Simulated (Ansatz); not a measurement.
What does this script print? It uses Ansatz's Python interface.

`drho_alru.py`:
```python
# -*- coding: utf-8 -*-
from dataclasses import dataclass
import warnings

import ansatz as az
import numpy as np


@dataclass
class Options:
    occupations: str = 'fermi_dirac'
    xc: str = 'pbe'
    ecut: int = 460
    mesh: tuple[int, ...] = (10, 10, 10)


settings = Options()

vectors0 = np.array([
    [2.9916, 0.0, 0.0],
    [0.0, 2.9916, 0.0],
    [0.0, 0.0, 2.9916],
])
sites = [
    ('Al', (0.0, 0.0, 0.0)),
    ('Ru', (0.5, 0.5, 0.5)),
]


def build(cell):
    crystal = az.Crystal(lattice=az.Lattice.of(cell))
    for symbol, position in sites:
        crystal = crystal.atom(symbol, position)
    return crystal


def main():
    warnings.simplefilter('ignore', az.DeckWarning)

    def solve(crystal):
        return (
            crystal.calculation()
            .occupations(settings.occupations, width=150 * az.meV)
            .functional(settings.xc)
            .basis(settings.ecut, grid_basis='typed')
            .kpoints(*settings.mesh)
            .density()
            .run(threads=1)
        )


    whole = solve(build(vectors0))
    difference = whole.density().channels[0].density_e_per_ang3.copy()
    binding = whole.report['free_energy_ev']
    for element in ['Al', 'Ru']:
        part = az.Crystal(lattice=az.Lattice.of(vectors0))
        for symbol, position in sites:
            if symbol == element:
                part = part.atom(symbol, position)
        alone = solve(part)
        difference -= alone.density().channels[0].density_e_per_ang3
        binding -= alone.report['free_energy_ev']
        print(f'{element} sublattice: {alone.report["n_electrons"]:g} electrons, {alone.report["n_iterations"]} iterations')

    voxel = abs(np.linalg.det(vectors0)) / difference.size
    print(f'energy of the crystal less its unpolarised sublattices: {binding / len(sites):.4f} eV/atom')
    print(f'net charge of the difference {difference.sum() * voxel:.5f} e, charge moved {0.5 * np.abs(difference).sum() * voxel:.3f} e')
    print(f'extremes {difference.min():.4f} and {difference.max():.4f} e/A^3')
    for (symbol, position) in sites:
        index = tuple(int(round(p * n)) % n for p, n in zip(position, difference.shape))
        print(f'  change of the pseudo-density at the grid point nearest {symbol}: {difference[index]:+.4f} e/A^3')
    profile = difference.mean(axis=(0, 1))
    print('planar mean along the third vector:', np.round(profile[:: max(len(profile) // 12, 1)], 4))


if __name__ == '__main__':
    main()
```

```console
$ python drho_alru.py
Al sublattice: 3 electrons, 6 iterations
Ru sublattice: 16 electrons, 6 iterations
energy of the crystal less its unpolarised sublattices: -2.3832 eV/atom
net charge of the difference 0.00000 e, charge moved 0.338 e
extremes -0.3290 and 0.1494 e/A^3
  change of the pseudo-density at the grid point nearest Al: -0.0407 e/A^3
  change of the pseudo-density at the grid point nearest Ru: -0.0342 e/A^3
planar mean along the third vector: [-0.0148 -0.0095  0.0026  0.0124  0.0172  0.0017 -0.034   0.0017  0.0172
  0.0124  0.0026 -0.0095]
```

What to keep in mind:
- The mesh is modest for a metal, so energies can be off by several to tens of meV an atom and pressures by half a GPa or more; differences at equal mesh fare better.
- Grid values close to the nuclei reflect the PAW or pseudopotential construction, not the all-electron fields.
- The starting cell is as deposited in a crystallographic database; the results hold for this polymorph, which needn't be the stable one.
- Charge moved counts every rearrangement, bonding and polarisation too, and is no transfer between atoms; the bare sublattices are artificial references. Values near the nuclei depend on the potentials.
- Wall time of the script: 3.4 s on 1 thread of Arm Neoverse V1, with other jobs on the host, peak memory 0.35 GiB.
